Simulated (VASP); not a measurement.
# TaN under changes of volume

One of the cells (10.648 Å³/atom); the others are scaled copies at fixed shape and fractional positions:

```
CELL_PARAMETERS angstrom
2.92569 0.00000 0.00000
-1.46284 2.53372 0.00000
0.00000 0.00000 2.87275
ATOMIC_POSITIONS crystal
Ta 0.00000 0.00000 0.50000
N 0.66667 0.33333 0.00000
```

| Item | Value |
| --- | --- |
| Program | VASP 6.6.1 |
| Functional | PBEsol |
| Potentials or basis | VASP PAW PBE potentials, release 64 (Ta_pv, N) |
| Cutoff | 520 eV |
| k mesh | 8 × 8 × 8 |
| Occupations | fermi-dirac, width 0.05 eV |
| Spin | no spin polarisation |

```csv
volume (Å³/atom),energy over the lowest point (meV/atom),pressure (GPa)
10.222,?,?
10.435,5.43,7.9
10.648,0.00,0.2
10.861,4.28,-6.8
11.074,17.33,-13.0
```

What does the run at 10.222 Å³/atom give?

Energy over the lowest point 21.71 meV/atom; pressure 16.5 GPa.

Worked out: A Birch-Murnaghan fit of order 2 (a polynomial in V^(-2/3)) to the other rows has its minimum at 10.66 Å³/atom with B0 = V·E''(V) = 363 GPa at fixed shape and positions, which overstates the stiffness. It gives 21.58 meV/atom at 10.222 Å³/atom, against the run's 21.71, and -dE/dV = 16.5 GPa, against 16.5.

Energies are extrapolated to zero smearing.

Caveats: the PAW data sets were made with another functional, which shifts forces and pressure a little.
